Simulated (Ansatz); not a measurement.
An input for Ansatz 0.2.0 (W):

input.yaml

```yaml
crystal:
  lattice:
    - [-1.564333, 1.608179, 1.545481]
    - [1.579947, -1.600477, 1.553392]
    - [1.586272, 1.622416, -1.537779]
  atoms:
    - { symbol: W, position: [0.0, 0.0, 0.0] }
hamiltonian:
  xc: blyp
  pseudopotentials: { kind: paw, accuracy: stringent }
  dispersion: d4
kpoints:
  mp_grid: { grid: [9, 9, 9] }
scf:
  occupations: { method: gaussian, width: 0.1 }
output:
  forces: true
  stress: true
  eigenvalues: true
  bader: true
  populations: true
```

Potentials or basis: SSSP precision PAW.

The run is started by

```bash
$ ansatz run input.yaml --threads 1 --pin off --max-ram 2560MiB --backend cpu --events-out ev --progress --plain --runs-dir out
```

What does the program do with it?

The run stopped without a result. It printed:

Output:

```text
Error: no pseudopotential record for W at <dir> Nothing was run.
  By this build's list the table `kind: paw`, `accuracy: stringent` of `hamiltonian.pseudopotentials` has no W in this build's library.
Fix: take W from another table that serves this run, or name a record of your own for W alone.
  `kind`, and `accuracy` or `source` (`level` with this project's own files alone, `core` of norm-conserving files with no table named), under `hamiltonian.pseudopotentials` apply to every element of the deck. For PBE this build's library has files of W, which may not all serve this run, under
    kind: paw      source: ansatz or jth (the limits of `source: ansatz`: that key's Limitations)
    kind: nc       source: spms, or accuracy: standard or stringent
  To change W alone, name a record of the deck's `kind` under `hamiltonian.pseudopotentials.azcp`, as `W: <path>` (`python -m ansatz.pseudopotential add <file.upf> <file.azcp>` makes one from a UPF file).
  `python` is the interpreter of the environment that holds the engine's wheel, or a checkout's `.venv/bin/python`.
```
